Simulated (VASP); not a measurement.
# Ti2C (R-3m) in VASP: notebook

The runs below take Ti2C through single point, with LDA.

Everything below comes from runs of VASP 6.6.1. Logs are shortened: lines on timing, memory, paths and dates and some standing lists are left out, and cuts for length are marked.

### 1 Starting point

It takes space group R-3m (No. 166, trigonal). The conventional cell has a = 3.081 Å, b = 3.081 Å, c = 14.441 Å, α = 90.00°, β = 90.00°, γ = 120.00°. Ti (site symmetry 3m) is surrounded by 3 C at 2.11 Å. Around C (site symmetry -3m) lie 6 Ti at 2.11 Å.

The cell comes from a database or a generator and needn't be the stable form of this composition.

### 2 Single point, LDA

Contents of INCAR:

```
PREC = Accurate
ENCUT = 460
EDIFF = 0.001
ISMEAR = -1
SIGMA = 0.15
LREAL = False
LASPH = True
NELM = 100
ALGO = Normal
ISIF = 2
LWAVE = False
LCHARG = False
NBANDS = 21
ADDGRID = False
```

Contents of KPOINTS:

```
regular mesh
0
Gamma
  9 9 9
```

Contents of POSCAR:

```
Ti2C
1.0
    1.5406981810      0.8895225095      4.8137698526
   -1.5406981810      0.8895225095      4.8137698526
    0.0000000000     -1.7790450191      4.8137698526
Ti C
2 1
Direct
    0.7545021700      0.7545021700      0.7545021700
    0.2454978300      0.2454978300      0.2454978300
    0.5000000000      0.5000000000      0.5000000000
```

Potentials or basis: VASP PAW LDA potentials, release 64 (Ti_sv, C).

Run with:

```
$ cat potpaw_LDA.64/Ti_sv/POTCAR potpaw_LDA.64/C/POTCAR > POTCAR
$ mpirun -np 1 vasp_std > vasp.out
```

OUTCAR:

```text
PREC = Accurate
   ENCUT = 460
   EDIFF = 0.001
   ISMEAR = -1
   LREAL = False
   LASPH = True
   NELM = 100
   ISIF = 2

 Found     85 irreducible k-points:

 Following reciprocal coordinates:
            Coordinates               Weight
  0.000000  0.000000  0.000000      1.000000
  0.111111  0.000000 -0.000000      6.000000
  0.222222  0.000000 -0.000000      6.000000
  0.333333  0.000000 -0.000000      6.000000
  0.444444  0.000000 -0.000000      6.000000
  0.111111  0.111111 -0.000000      6.000000
   k-points           NKPTS =     85   k-points in BZ     NKDIM =     85   number of bands    NBANDS=     21
   number of dos      NEDOS =    301   number of ions     NIONS =      3
   total plane-waves  NPLWV =  46656
   dimension x,y,z NGX =    36 NGY =   36 NGZ =   36
   dimension x,y,z NGXF=    72 NGYF=   72 NGZF=   72
   ions per type =               2   1
   NGX,Y,Z   is equivalent  to a cutoff of  11.66, 11.66, 11.66 a.u.
   NGXF,Y,Z  is equivalent  to a cutoff of  23.32, 23.32, 23.32 a.u.
 SYSTEM =  unknown system
   PREC   = accura    normal or accurate (medium, high low for compatibility)
   ISTART =      0    job   : 0-new  1-cont  2-samecut
   ICHARG =      2    charge: 1-file 2-atom 10-const
   ISPIN  =      1    spin polarized calculation?
   LNONCOLLINEAR =      F non collinear calculations
   LSORBIT =      F    spin-orbit coupling
   LASPH  =      T    aspherical Exc in radial PAW
   ENCUT  =  460.0 eV  33.81 Ry    5.81 a.u.   8.97  8.97  8.97*2*pi/ulx,y,z
   NELM   =    100;   NELMIN=  2; NELMDL= -5     # of ELM steps
   EDIFF  = 0.1E-02   stopping-criterion for ELM
   LREAL  =      F    real-space projection
   EDIFFG = 0.1E-01   stopping-criterion for IOM
   NSW    =      0    number of steps for IOM
   IBRION =     -1    ionic relax: 0-MD 1-quasi-New 2-CG
   NFREE  =      0    steps in history (QN), initial steepest desc. (CG)
   ISIF   =      2    stress and relaxation
   ISYM   =      2    0-nonsym 1-usesym 2-fastsym
   POTIM  = 0.5000    time-step for ionic-motion
   TEBEG  =    0.0;   TEEND  =   0.0 temperature during run
   PSTRESS=    0.0 pullay stress
   NELECT =      28.0000    total number of electrons
   NUPDOWN=      -1.0000    fix difference up-down
   EMIN   =  10.00;   EMAX   =-10.00  energy-range for DOS
   EFERMI =   0.00;   METHOD = LEGACY
   ISMEAR =    -1;   SIGMA  =   0.15  broadening in eV -4-tet -1-fermi 0-gaus
   EFERMI_NEDOS =   21; number of points for ismear=-14 and -15
   IALGO  =     38    algorithm
   IMIX   =      4    mixing-type and parameters
     AMIX     =   0.40;   BMIX     =  1.00
     AMIX_MAG =   1.60;   BMIX_MAG =  1.00
  volume/ion in A,a.u.               =      13.19        89.04
  Fermi-wavevector in a.u.,A,eV,Ry     =   1.458670  2.756487 28.949376  2.127719
  Thomas-Fermi vector in A             =   2.575328
   LORBIT       =      0    0 simple, 1 ext, 2 COOP (PROOUT), +10 PAW based schemes
   GGA     = CA    functional components
   LHFCALC =     F    Hartree Fock is set to
   AEXX    =    0.0000 exact exchange contribution
   IVDW    =     0    specifies the selected vdW correction
   LEPSILON=     F    determine dielectric tensor
   LRPA    =     F    only Hartree local field effects (RPA)
 non-spin polarized calculation
  energy-cutoff  :      460.00
  volume of cell :       39.58
 maximum number of plane-waves:       928
   NGX = 17   NGY = 17   NGZ = 17

 number of electron      27.9999999 magnetization

 Free energy of the ion-electron system (eV)
  ---------------------------------------------------
  ext. energy  EPLUGINS =         0.00000000
  ---------------------------------------------------
  free energy    TOTEN  =       -29.35668823 eV

  energy without entropy =      -29.21003986  energy(sigma->0) =      -29.28336405

 E-fermi :   8.1074     XC(G=0): -12.0983

 val. band max:        8.0922937937   @ k =  -0.4444   0.2222   0.1111
 cond. band min:       8.1099552451   @ k =  -0.4444   0.4444   0.3333
 fundamental gap:      0.0176614514
 Fermi energy:         8.1074032114

 k-point     1 :       0.0000    0.0000    0.0000
  band No.  band energies     occupation
      1     -47.8942      2.00000
      2     -47.7878      2.00000
      3     -24.8560      2.00000
      4     -24.3361      2.00000
      5     -24.3361      2.00000
      6     -24.2772      2.00000
[... 13 lines left out ...]
     20      11.1180      0.00000
     21      12.1837      0.00000

 k-point     2 :       0.1111    0.0000   -0.0000
  band No.  band energies     occupation
      1     -47.8857      2.00000
      2     -47.7855      2.00000
      3     -24.8345      2.00000
      4     -24.3783      2.00000
      5     -24.3457      2.00000
      6     -24.2991      2.00000
[... 13 lines left out ...]
     20      11.2085      0.00000
     21      12.3957      0.00000

 k-point     3 :       0.2222    0.0000   -0.0000
  band No.  band energies     occupation
      1     -47.8633      2.00000
      2     -47.7809      2.00000
      3     -24.7767      2.00000
      4     -24.4810      2.00000
      5     -24.4005      2.00000
      6     -24.3699      2.00000
[... 13 lines left out ...]
     20      11.4334      0.00000
     21      12.9515      0.00000

 k-point     4 :       0.3333    0.0000   -0.0000
  band No.  band energies     occupation
      1     -47.8340      2.00000
      2     -47.7789      2.00000
      3     -24.7067      2.00000
      4     -24.5933      2.00000
      5     -24.5022      2.00000
      6     -24.3972      2.00000
[... 13 lines left out ...]
     20      11.4549      0.00000
     21      13.0600      0.00000

 k-point     5 :       0.4444    0.0000   -0.0000
  band No.  band energies     occupation
      1     -47.8084      2.00000
      2     -47.7842      2.00000
      3     -24.6949      2.00000
      4     -24.6469      2.00000
      5     -24.5196      2.00000
      6     -24.4341      2.00000
[... 13 lines left out ...]
     20      11.5232      0.00000
     21      12.0605      0.00000

 k-point     6 :       0.1111    0.1111   -0.0000
  band No.  band energies     occupation
      1     -47.8850      2.00000
      2     -47.7862      2.00000
      3     -24.8308      2.00000
      4     -24.3739      2.00000
      5     -24.3513      2.00000
      6     -24.3133      2.00000
[... 13 lines left out ...]
     20      11.2075      0.00000
     21      12.4002      0.00000

 [... further k-points ...]

------------------------ aborting loop because EDIFF is reached ----------------------------------------

  FORCE on cell =-STRESS in cart. coord.  units (eV):
  Direction    XX          YY          ZZ          XY          YZ          ZX
  --------------------------------------------------------------------------------------
  -------------------------------------------------------------------------------------
  Total       -2.3914776     -2.3914776     -2.1364376      0.0000000      0.0000000      0.0000000
  in kB      -96.7978710    -96.7978710    -86.4748286      0.0000000      0.0000000      0.0000000
  external PRESSURE =     -93.3568568 kB  Pullay stress =       0.0000000 kB

 VOLUME and BASIS-vectors are now :
 -----------------------------------------------------------------------------
  energy-cutoff  :      460.00
  volume of cell :       39.58
      direct lattice vectors                 reciprocal lattice vectors
     1.540698181  0.889522510  4.813769853     0.324528195  0.187366441  0.069245798
    -1.540698181  0.889522510  4.813769853    -0.324528195  0.187366441  0.069245798
     0.000000000 -1.779045019  4.813769853     0.000000000 -0.374732882  0.069245798

 POSITION                                       TOTAL-FORCE (eV/Angst)
 -----------------------------------------------------------------------------------
      0.00000     -0.00000     10.89600         0.000000     -0.000000      0.296485
      0.00000     -0.00000      3.54531         0.000000      0.000000     -0.296485
      0.00000     -0.00000      7.22065         0.000000      0.000000      0.000000
 -----------------------------------------------------------------------------------
    total drift:                               -0.000000      0.000000     -0.000000

  FREE ENERGIE OF THE ION-ELECTRON SYSTEM (eV)
  ---------------------------------------------------
  free  energy   TOTEN  =       -29.3566882270 eV

  energy  without entropy=      -29.2100398649  energy(sigma->0) =      -29.28336405
```

Wall time 56 s (1 thread of Intel Xeon Platinum 8488C (Sapphire Rapids), shared host); peak memory 0.2 GiB.

These settings aren't checked as converged: the numbers below hold their error.

What came out:

* Free energy: -29.3567 eV
* Pressure: -9.3 GPa
* Largest force: 0.296 eV/Å
* Band gap on the k mesh: none (metal or under the smearing width)

Caveat: the cutoff is under 1.25 times the usual one of these potentials, so pressure, stress and relaxed cells hold a basis-set (Pulay) error.

### 3 Single point, LDA

INCAR: that of step 2 with these lines changed.

```diff
@@ -2,3 +2,3 @@
 ENCUT = 460
-EDIFF = 0.001
+EDIFF = 1E-4
 ISMEAR = -1
```

KPOINTS is that of step 2.

POSCAR is that of step 2.

Potentials or basis: VASP PAW LDA potentials, release 64 (Ti_sv, C).

Run with:

```
$ cat potpaw_LDA.64/Ti_sv/POTCAR potpaw_LDA.64/C/POTCAR > POTCAR
$ mpirun -np 1 vasp_std > vasp.out
```

Run time: 57 s. Hardware: 1 thread of Intel Xeon Platinum 8488C (Sapphire Rapids), shared host; peak memory 0.2 GiB.

The run converged, but some of its settings lie outside the range that counts as converged, so its numbers aren't taken as properties of the crystal.

Results:

| Item | Value |
| --- | --- |
| Free energy | -29.3567 eV |
| Pressure | -9.4 GPa |
| Largest force | 0.308 eV/Å |
| Band gap on the k mesh | none (metal or under the smearing width) |

Caveat: the cutoff is under 1.25 times the usual one of these potentials, so pressure, stress and relaxed cells hold a basis-set (Pulay) error.

### 4 Single point, LDA

INCAR: that of step 3 with these lines changed.

```diff
@@ -2,3 +2,3 @@
 ENCUT = 460
-EDIFF = 1E-4
+EDIFF = 1E-5
 ISMEAR = -1
```

KPOINTS is that of step 3.

POSCAR is that of step 3.

Run with:

```
$ cat potpaw_LDA.64/Ti_sv/POTCAR potpaw_LDA.64/C/POTCAR > POTCAR
$ mpirun -np 1 vasp_std > vasp.out
```

Wall time 68 s (1 thread of Intel Xeon Platinum 8488C (Sapphire Rapids), shared host); peak memory 0.2 GiB.

These settings aren't checked as converged: the numbers below hold their error.

Results:

| Quantity | Value |
| --- | --- |
| Free energy | -29.3567 eV |
| Pressure | -8.7 GPa |
| Largest force | 0.308 eV/Å |
| Band gap on the k mesh | none (metal or under the smearing width) |

Caveat: the cutoff is under 1.25 times the usual one of these potentials, so pressure, stress and relaxed cells hold a basis-set (Pulay) error.
